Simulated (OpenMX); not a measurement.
## Lu under changes of volume

One of the cells (29.496 Å³/atom); the others are scaled copies at fixed shape and fractional positions:

```
Lu
1.0
     3.50310    0.00000    0.00000
    -1.75155    3.03377    0.00000
     0.00000    0.00000    5.55090
Lu
2
Cartesian
  1.7516 1.0113 4.1632
  0.0000 2.0225 1.3877
```

```yaml
Program: OpenMX 3.8.5
Functional: LDA
Potentials_or_basis: OpenMX 2013 LDA set, Lu8.0-s3p2d2f1, fixed grid of 32 × 32 × 56 points
k_mesh: 9 × 9 × 5
Occupations: fermi-dirac, width 0.05 eV
Spin: no spin polarisation
```

| volume (Å³/atom) | energy over the lowest point (meV/atom) | largest force (eV/Å) |
| --- | --- | --- |
| 27.727 | 0.00 | 0.007 |
| 28.317 | 11.75 | 0.006 |
| 28.906 | 26.31 | 0.005 |
| 29.496 | ? | ? |
| 30.086 | 62.86 | 0.004 |
| 30.676 | 84.39 | 0.003 |
| 31.266 | 107.84 | 0.002 |

Q: What does the run at 29.496 Å³/atom give?

A: Energy over the lowest point 43.47 meV/atom; largest force 0.004 eV/Å.

Worked out: A Birch-Murnaghan fit of order 3 (a polynomial in V^(-2/3)) to the other rows has no minimum within the range. It gives 43.42 meV/atom at 29.496 Å³/atom, against the run's 43.47.

Energies are extrapolated to zero smearing.

Caveats: the real-space grid is coarse for these elements, which adds noise of up to some 20 meV/atom to energies and shifts forces, pressures and volumes; the basis of atomic orbitals isn't converged, which shifts pressures, moduli and gaps.
